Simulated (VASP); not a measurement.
# CdS (Fm-3m) in VASP: a series of runs, part 2 of 2

VASP 6.6.1.

## Step 3: RPA correlation energy, PBE (volume scaled by 0.96)

The input, POSCAR:

```
CdS
1.0
    0.0000000000      2.7160334386      2.7160334386
    2.7160334386      0.0000000000      2.7160334386
    2.7160334386      2.7160334386      0.0000000000
Cd S
1 1
Direct
    0.0000000000      0.0000000000      0.0000000000
    0.5000000000      0.5000000000      0.5000000000
```

The input, INCAR.step1:

```
SYSTEM = CdS
PREC = Accurate
ENCUT = 400
EDIFF = 1E-8
ISMEAR = 0
SIGMA = 0.05
LREAL = .False.
LASPH = .True.
NELM = 60
ALGO = Fast
LWAVE = .True.
LCHARG = .False.
GGA = PE
```

The input, INCAR.step2:

```
SYSTEM = CdS
PREC = Accurate
ENCUT = 400
EDIFF = 1E-8
ISMEAR = 0
SIGMA = 0.05
LREAL = .False.
LASPH = .True.
NELM = 1
ALGO = EIGENVAL
LWAVE = .False.
LCHARG = .False.
GGA = PE
LHFCALC = .True.
AEXX = 1.0
ALDAC = 0.0
AGGAC = 0.0
ISTART = 1
PRECFOCK = Fast
```

The input, INCAR.step3:

```
SYSTEM = CdS
PREC = Accurate
ENCUT = 400
EDIFF = 1E-8
ISMEAR = 0
SIGMA = 0.05
LREAL = .False.
LASPH = .True.
NELM = 1
ALGO = Exact
LWAVE = .True.
LCHARG = .False.
GGA = PE
NBANDS = 740
LOPTICS = .True.
ISTART = 1
```

The input, INCAR.step4:

```
SYSTEM = CdS
PREC = Accurate
ENCUT = 400
EDIFF = 1E-8
ISMEAR = 0
SIGMA = 0.05
LREAL = .False.
LASPH = .True.
NELM = 60
ALGO = ACFDT
LWAVE = .False.
LCHARG = .False.
GGA = PE
NBANDS = 740
ENCUTGW = 250
NOMEGA = 12
ISTART = 1
PRECFOCK = Fast
```

The input, KPOINTS:

```
Automatic mesh
0
Gamma
  4 4 4
  0 0 0
```

Potentials or basis: VASP PAW PBE potentials, release 64 (Cd_GW, S_GW).

Started as:

```sh
$ cat potpaw_PBE.64/Cd_GW/POTCAR potpaw_PBE.64/S_GW/POTCAR > POTCAR
$ cp INCAR.step1 INCAR
$ mpirun -np 1 vasp_std > vasp.out
$ cp INCAR.step2 INCAR
$ mpirun -np 1 vasp_std > vasp.out
$ cp INCAR.step3 INCAR
$ mpirun -np 1 vasp_std > vasp.out
$ cp INCAR.step4 INCAR
$ mpirun -np 1 vasp_std > vasp.out
```

OUTCAR:

```text
SYSTEM = CdS
   PREC = Accurate
   ENCUT = 400
   EDIFF = 1E-8
   ISMEAR = 0
   LREAL = .False.
   LASPH = .True.
   NELM = 60
   GGA = PE
   ENCUTGW = 250
   ISTART = 1
   PRECFOCK = Fast

 ion  position               nearest neighbor table
   1  0.000  0.000  0.000-   2 2.72   2 2.72   2 2.72   2 2.72   2 2.72   2 2.72
   2  0.500  0.500  0.500-   1 2.72   1 2.72   1 2.72   1 2.72   1 2.72   1 2.72

  LATTYP: Found a face centered cubic cell.
 ALAT       =     5.4320668772

  Lattice vectors:

 A1 = (   0.0000000000,   2.7160334386,   2.7160334386)
 A2 = (   2.7160334386,   0.0000000000,   2.7160334386)
 A3 = (   2.7160334386,   2.7160334386,   0.0000000000)

Analysis of symmetry for initial positions (statically):
=====================================================================
 Subroutine PRICEL returns:
 Original cell was already a primitive cell.

 Routine SETGRP: Setting up the symmetry group for a
 face centered cubic supercell.

 Subroutine GETGRP returns: Found 48 space group operations
 (whereof 48 operations were pure point group operations)
 out of a pool of 48 trial point group operations.

The static configuration has the point symmetry O_h .

Analysis of symmetry for dynamics (positions and initial velocities):
=====================================================================
 Subroutine PRICEL returns:
 Original cell was already a primitive cell.

 Routine SETGRP: Setting up the symmetry group for a
 face centered cubic supercell.

 Subroutine GETGRP returns: Found 48 space group operations
 (whereof 48 operations were pure point group operations)
 out of a pool of 48 trial point group operations.

The dynamic configuration has the point symmetry O_h .

[... 63 lines left out ...]
   k-points           NKPTS =      8   k-points in BZ     NKDIM =     64   number of bands    NBANDS=    740
   number of dos      NEDOS =    301   number of ions     NIONS =      2
   total plane-waves  NPLWV =  21952
   dimension x,y,z NGX =    28 NGY =   28 NGZ =   28
   dimension x,y,z NGXF=    56 NGYF=   56 NGZF=   56
   ions per type =               1   1
   NGX,Y,Z   is equivalent  to a cutoff of  12.12, 12.12, 12.12 a.u.
   NGXF,Y,Z  is equivalent  to a cutoff of  24.24, 24.24, 24.24 a.u.
 SYSTEM =  CdS
   PREC   = accura    normal or accurate (medium, high low for compatibility)
   ISTART =      1    job   : 0-new  1-cont  2-samecut
   ICHARG =      0    charge: 1-file 2-atom 10-const
   ISPIN  =      1    spin polarized calculation?
   LNONCOLLINEAR =      F non collinear calculations
   LSORBIT =      F    spin-orbit coupling
   LASPH  =      T    aspherical Exc in radial PAW
   ENCUT  =  400.0 eV  29.40 Ry    5.42 a.u.   6.26  6.26  6.26*2*pi/ulx,y,z
   NELM   =     60;   NELMIN=  2; NELMDL=  0     # of ELM steps
   EDIFF  = 0.1E-07   stopping-criterion for ELM
   LREAL  =      F    real-space projection
   EDIFFG = 0.1E-06   stopping-criterion for IOM
   NSW    =      0    number of steps for IOM
   IBRION =     -1    ionic relax: 0-MD 1-quasi-New 2-CG
   NFREE  =      0    steps in history (QN), initial steepest desc. (CG)
   ISIF   =      0    stress and relaxation
   ISYM   =      3    0-nonsym 1-usesym 2-fastsym
   POTIM  = 0.5000    time-step for ionic-motion
   TEBEG  =    0.0;   TEEND  =   0.0 temperature during run
   PSTRESS=    0.0 pullay stress
   NELECT =      18.0000    total number of electrons
   NUPDOWN=      -1.0000    fix difference up-down
   EMIN   =  10.00;   EMAX   =-10.00  energy-range for DOS
   EFERMI =   0.00;   METHOD = LEGACY
   ISMEAR =     0;   SIGMA  =   0.05  broadening in eV -4-tet -1-fermi 0-gaus
   EFERMI_NEDOS =   21; number of points for ismear=-14 and -15
   IALGO  =     38    algorithm
   IMIX   =      4    mixing-type and parameters
     AMIX     =   0.40;   BMIX     =  1.00
     AMIX_MAG =   1.60;   BMIX_MAG =  1.00
  volume/ion in A,a.u.               =      20.04       135.21
  Fermi-wavevector in a.u.,A,eV,Ry     =   1.253778  2.369296 21.387795  1.571959
  Thomas-Fermi vector in A             =   2.387614
   LORBIT       =      0    0 simple, 1 ext, 2 COOP (PROOUT), +10 PAW based schemes
   GGA     = PE    functional components
   LHFCALC =     T    Hartree Fock is set to
   PRECFOCK=fast      Normal, Fast or Accurate (Low or Medium for compatibility)
   ENCUT4O =  -1.0   cutoff for four orbital integrals eV
   NKREDX  =     1    reduce k-point grid by
   NKREDY  =     1    reduce k-point grid by
   NKREDZ  =     1    reduce k-point grid by
   AEXX    =    1.0000 exact exchange contribution
   HFSCREEN=    0.0000 screening length (either q_TF or 0.3 A-1)
   HFSCREENC=   0.0000 screening length for correlation (either q_TF or 0.3 A-1)
   ENCUTFOCK=  -1.0 apply spherical cutoff to Coloumb kernel
   IVDW    =     0    specifies the selected vdW correction
   LEPSILON=     F    determine dielectric tensor
   LRPA    =     F    only Hartree local field effects (RPA)
   LRPAFORCE           =     F    calculate RPA forces
   ENCUTGW             = 250.0    cutoff for response function in eV
   ENCUTGWSOFT         = 200.0    soft cutoff for Coulomb kernel in GW response function in eV
   ENCUTLF             =  -1.0    cutoff for local field effects
   NELMGW              =     1    number of iterations in solving QP/BSE equation
   NELMHF              =     1    number of iterations in the inner HF iteration
   NKREDLFX            =     1    NKREDLFY  =   1   NKREDLFZ  =   1
 non-spin polarized calculation
 Gauss-broadening in eV      SIGMA  =   0.05
  energy-cutoff  :      400.00
  volume of cell :       40.07
 maximum number of plane-waves:       740
 NGX is ok and might be reduce to    28
  NGX = 14; NGY = 14; NGZ = 14
   NGX = 13   NGY = 13   NGZ = 13
 maximum number of plane-waves:       368

      cutoff energy     smooth cutoff   RPA   correlation   Hartree contr. to MP2
---------------------------------------------------------------------------------
            250.000           200.000      -23.6178126508      -36.9484920994
            238.095           190.476      -23.5326227044      -36.8544342729
            226.757           181.406      -23.4396558533      -36.7509224719
            215.959           172.768      -23.3374432951      -36.6360233400
            205.676           164.541      -23.2273562401      -36.5109985003
            195.882           156.705      -23.1060851645      -36.3717440455
            186.554           149.243      -22.9753721614      -36.2199631656
            177.670           142.136      -22.8341201491      -36.0539462379
  linear regression
  converged value                          -24.7951674933      -38.2961348085
```

OUTCAR.step2:

```text
SYSTEM = CdS
   PREC = Accurate
   ENCUT = 400
   EDIFF = 1E-8
   ISMEAR = 0
   LREAL = .False.
   LASPH = .True.
[... 335 lines left out ...]
      0.00000      0.00000      0.00000         0.000000     -0.000000      0.000000
      2.71603      2.71603      2.71603         0.000000      0.000000     -0.000000
 -----------------------------------------------------------------------------------
    total drift:                               -0.000000      0.000002      0.000000

  FREE ENERGIE OF THE ION-ELECTRON SYSTEM (eV)
  ---------------------------------------------------
  free  energy   TOTEN  =       -11.3821672455 eV

  energy  without entropy=      -11.3821137665  energy(sigma->0) =      -11.38214051
```

Wall time 25 min (1 thread of Intel Xeon Platinum 8488C (Sapphire Rapids), shared host); peak memory 0.78 GiB.

What came out:

```yaml
Band_gap_on_the_k_mesh_mean-field_level: 0.21 eV, indirect (least direct gap 1.80 eV)
RPA_correlation_energy: -12.398 eV/atom
RPA_total_energy_per_cell: -36.177 eV
RPA_correlation_energy_per_cell: -24.795 eV
```

Caveat: the k mesh is coarse (spacing up to 0.50 Å⁻¹), so the values aren't converged.

## Step 4: Band structure, PBEsol

The input, INCAR:

```
SYSTEM = CdS
  PREC = Accurate
  ENCUT = 520
  EDIFF = 1E-6
  ISMEAR = -1
  SIGMA = 0.05
  LREAL = .False.
  LASPH = .True.
  NELM = 60
  ALGO = Normal
  ISIF = 2
  LWAVE = .False.
  LCHARG = .False.
  GGA = PS
  NBANDS = 16
```

The input, KPOINTS:

```
regular mesh
0
Gamma
  6 6 6
  0 0 0
```

The input, POSCAR:

```
CdS
1.0
    0.0000000000      2.7532440000      2.7532440000
    2.7532440000      0.0000000000      2.7532440000
    2.7532440000      2.7532440000      0.0000000000
Cd S
1 1
Direct
    0.0000000000      0.0000000000      0.0000000000
    0.5000000000      0.5000000000      0.5000000000
```

The input, KPOINTS_OPT:

```
path GXWKGLUWLK,UX
20
line-mode
reciprocal
 0.0000000000  0.0000000000  0.0000000000  G
 0.5000000000  0.0000000000  0.5000000000  X

 0.5000000000  0.0000000000  0.5000000000  X
 0.5000000000  0.2500000000  0.7500000000  W

 0.5000000000  0.2500000000  0.7500000000  W
 0.3750000000  0.3750000000  0.7500000000  K

 0.3750000000  0.3750000000  0.7500000000  K
 0.0000000000  0.0000000000  0.0000000000  G

 0.0000000000  0.0000000000  0.0000000000  G
 0.5000000000  0.5000000000  0.5000000000  L

 0.5000000000  0.5000000000  0.5000000000  L
 0.6250000000  0.2500000000  0.6250000000  U

 0.6250000000  0.2500000000  0.6250000000  U
 0.5000000000  0.2500000000  0.7500000000  W

 0.5000000000  0.2500000000  0.7500000000  W
 0.5000000000  0.5000000000  0.5000000000  L

 0.5000000000  0.5000000000  0.5000000000  L
 0.3750000000  0.3750000000  0.7500000000  K

 0.6250000000  0.2500000000  0.6250000000  U
 0.5000000000  0.0000000000  0.5000000000  X
```

Potentials or basis: VASP PAW PBE potentials, release 64 (Cd, S).

Started as:

```sh
$ cat potpaw_PBE.64/Cd/POTCAR potpaw_PBE.64/S/POTCAR > POTCAR
$ mpirun -np 1 vasp_std > vasp.out
```

It took 72 s on 1 thread of Intel Xeon Platinum 8375C at 2.90GHz (Ice Lake), shared host; peak memory 0.17 GiB.

Results (log left out):

| Item | Value |
| --- | --- |
| Free energy | -6.6131 eV |
| Pressure | -3.9 GPa |
| Band gap on the k mesh | 0.14 eV, indirect (least direct gap 1.42 eV) |
| Band gap along the path | 0.13 eV, indirect (least direct gap 1.42 eV) |

Levels at the corners of the path, in eV from the valence-band top:
```tsv
point	band 6	band 7	band 8	band 9	band 10	band 11	band 12	band 13
Γ	-7.55	-0.72	-0.72	-0.72	0.70	9.14	9.14	9.14
X	-6.64	-4.19	-2.10	-2.10	0.13	5.93	9.60	11.00
X	-6.64	-4.19	-2.10	-2.10	0.13	5.93	9.60	11.00
W	-6.82	-3.17	-3.17	-2.86	3.29	6.56	7.53	7.53
W	-6.82	-3.17	-3.17	-2.86	3.29	6.56	7.53	7.53
K	-6.92	-3.60	-3.50	-1.38	1.99	6.48	8.48	8.66
K	-6.92	-3.60	-3.50	-1.38	1.99	6.48	8.48	8.66
Γ	-7.55	-0.72	-0.72	-0.72	0.70	9.14	9.14	9.14
Γ	-7.55	-0.72	-0.72	-0.72	0.70	9.14	9.14	9.14
L	-7.35	-4.82	-0.01	-0.01	3.37	5.81	5.81	6.59
L	-7.35	-4.82	-0.01	-0.01	3.37	5.81	5.81	6.59
U	-6.92	-3.60	-3.50	-1.38	1.99	6.48	8.48	8.66
U	-6.92	-3.60	-3.50	-1.38	1.99	6.48	8.48	8.66
W	-6.82	-3.17	-3.17	-2.86	3.29	6.56	7.53	7.53
W	-6.82	-3.17	-3.17	-2.86	3.29	6.56	7.53	7.53
L	-7.35	-4.82	-0.01	-0.01	3.37	5.81	5.81	6.59
L	-7.35	-4.82	-0.01	-0.01	3.37	5.81	5.81	6.59
K	-6.92	-3.60	-3.50	-1.38	1.99	6.48	8.48	8.66
U	-6.92	-3.60	-3.50	-1.38	1.99	6.48	8.48	8.66
X	-6.64	-4.19	-2.10	-2.10	0.13	5.93	9.60	11.00
```

Caveat: the PAW data sets were made with another functional, which shifts forces and pressure a little.

## Step 5: For comparison

An earlier run on the cell as given: functional PBE; potentials or basis VASP PAW PBE potentials, release 64 (Cd, S); cutoff 520 eV; k mesh 8 × 8 × 8; occupations fermi-dirac, width 0.05 eV; no spin polarisation.

- Pressure: -0.1 GPa
- Band gap on the k mesh: 0.26 eV, indirect (least direct gap 1.53 eV)

## Step 6: Summary

| task | level | potentials or basis | cell | k mesh | cutoff (eV) | smearing | cutoff of the response function | frequency points | mesh quality | gap on the mesh (eV) | pressure (GPa) |
| --- | --- | --- | --- | --- | --- | --- | --- | --- | --- | --- | --- |
| RPA correlation energy | PBE | VASP PAW PBE potentials, release 64 (Cd_GW, S_GW) | volume scaled by 0.96 | 4 × 4 × 4 | 400 | gaussian 0.05 eV | 250 | 12 | coarse | - | - |
| band structure | PBEsol | VASP PAW PBE potentials, release 64 (Cd, S) | as given | 6 × 6 × 6 | 520 | fermi-dirac 0.05 eV | - | - | not flagged | 0.14 | -3.9 |
| single point | PBE | VASP PAW PBE potentials, release 64 (Cd, S) | as given | 8 × 8 × 8 | 520 | fermi-dirac 0.05 eV | - | - | not flagged | 0.26 | -0.1 |

Alike in all rows: no spin polarisation.

Caveats: some runs use coarse meshes; the PAW data sets were made with another functional, which shifts forces and pressure a little (some runs).

Absolute energies hang on the potentials; compare differences alone.
